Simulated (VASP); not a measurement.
The system is HfN.

```
CELL_PARAMETERS angstrom
0.00000 2.25600 2.25600
2.25600 0.00000 2.25600
2.25600 2.25600 0.00000
ATOMIC_POSITIONS crystal
Hf 0.00000 0.00000 0.00000
N 0.50000 0.50000 0.50000
```

Base run:

- Program: VASP 6.6.1
- Functional: r2SCAN
- Potentials or basis: VASP PAW PBE potentials, release 64 (Hf_pv, N)
- Cutoff: 520 eV
- k mesh: 10 × 10 × 10
- Occupations: fermi-dirac, width 0.05 eV
- Spin: no spin polarisation

Its results: pressure -0.1 GPa.

Problem. The run is repeated on the same cell with these changes: functional from r2SCAN to PBEsol; occupations from fermi-dirac, width 0.05 eV to gaussian, width 0.02 eV. What comes out?

Solution. Pressure -4.1 GPa.

Caveats: the PAW data sets were made with another functional, which shifts forces and pressure a little.

Not every run made on this cell is shown here.
